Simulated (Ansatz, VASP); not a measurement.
## RbBr in VASP and in Ansatz

```xyz
2
Lattice="4.1534 0.0000 0.0000 0.0000 4.1534 0.0000 0.0000 0.0000 4.1534" Properties=species:S:1:pos:R:3 pbc="T T T"
Rb    0.0000    0.0000    0.0000
Br    2.0767    2.0767    2.0767
```

Change from the starting cell: volume scaled by 1.02.

Alike in both runs: task single point; functional PBE; k mesh 7 × 7 × 7; occupations fermi-dirac, width 0.05 eV; no spin polarisation.

|  | VASP | Ansatz |
| --- | --- | --- |
| version | VASP 6.6.1 | Ansatz 0.2.0 |
| potentials or method | VASP PAW PBE potentials, release 64 (Rb_sv, Br) | Ansatz PAW |
| plane-wave cutoff (eV) | 520 | 420 |
| valence electrons in the cell | 16 | 16 |

|  | VASP | Ansatz | Ansatz less VASP |
| --- | --- | --- | --- |
| gap on the k mesh at the Fermi level (eV) | 4.04 | 4.04 | +0.001 |
| least direct gap on the mesh (eV) | 4.17 | 4.17 | +0.001 |
| pressure (GPa) | 0.5 | 0.5 | -0.03 |

Caveats: an odd mesh through Γ misses points on the zone boundary, where band edges often lie (VASP); odd divisions of the mesh miss points on the zone boundary, where band edges often lie, so the gap on the mesh can be too wide (Ansatz).
